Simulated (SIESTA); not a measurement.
The system is SiS2.

```xyz
6
Lattice="-2.7820 4.7725 2.7760 2.7820 -4.7725 2.7760 2.7820 4.7725 -2.7760" Properties=species:S:1:pos:R:3 pbc="T T T"
S     1.1618   -1.1282    2.7760
S     1.6202    5.9007    0.0000
S     1.6202    3.6443    2.7760
S     1.1618    1.1282    0.0000
Si    0.0000    0.0000    1.3880
Si    0.0000    0.0000    4.1640
```

Program: SIESTA 5.4.2. Alike in all runs: task band structure; no spin polarisation; cell as given; k mesh 7 × 7 × 7; smearing fermi-dirac 0.05 eV; grid cutoff 500 Ry; energy shift 0.003 Ry.

Order these runs on this cell by their pressure, lowest first.
A. level PBEsol; potentials or basis PseudoDojo 0.4 standard (PBEsol files), DZP (energy shift 0.003 Ry)
B. level PBE; potentials or basis PseudoDojo 0.4 standard (PBE files), DZP (energy shift 0.003 Ry)
C. level LDA; potentials or basis PseudoDojo 0.4 standard (LDA files), DZP (energy shift 0.003 Ry)

C (0.4 GPa), A (2.3 GPa), B (3.8 GPa).

Caveats: the basis of atomic orbitals isn't converged, which shifts pressures, moduli and gaps.
